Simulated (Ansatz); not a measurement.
**AlRu: two-dimensional strain map**

All numbers below come from DFT r2SCAN, scalar-relativistic, plane waves, PAW (Ansatz 0.2.0). The runs took a 500 eV cutoff, a Γ-centred 16×16×16 mesh and Gaussian smearing (0.15 eV). No spin polarisation. Energies are free energies at this smearing, counted from the undisturbed cell; pressure is positive in compression.

Reference structure (as given, not relaxed at this level; it stands at -2.0 GPa, and it needn't be the usual structure):

```
Al Ru
1.0
     2.99160    0.00000    0.00000
     0.00000    2.99160    0.00000
     0.00000    0.00000    2.99160
Al Ru
1 1
Direct
  0.00000 0.00000 0.00000
  0.50000 0.50000 0.50000
```

The cell is strained by p along both x and y and by q along z, fractional coordinates fixed. Points are written (p, q).

Energy above the undisturbed cell in meV/atom (a dash: not computed):

| p \ q | -0.050 | -0.025 | 0.000 | 0.025 | 0.050 |
| --- | --- | --- | --- | --- | --- |
| -0.050 | 214.0 | 145.2 | 100.9 | 77.4 | 71.6 |
| -0.025 | 88.3 | 42.4 | 19.1 | 14.9 | 26.8 |
| 0.000 | 31.4 | 5.2 | 0.0 | 12.3 | 39.3 |
| 0.025 | 31.2 | 21.6 | 31.9 | 58.4 | 98.2 |
| 0.050 | 77.3 | 81.8 | 105.2 | 143.7 | 194.4 |

Pressure in GPa:

```csv
p \ q,-0.050,-0.025,0.000,0.025,0.050
-0.050,43.7,34.0,25.6,18.4,12.1
-0.025,25.2,17.1,10.1,4.2,-1.0
0.000,10.6,3.8,-2.0,-6.9,-11.0
0.025,-0.8,-6.5,-11.3,-15.3,-18.7
0.050,-9.7,-14.5,-18.4,-21.7,-24.4
```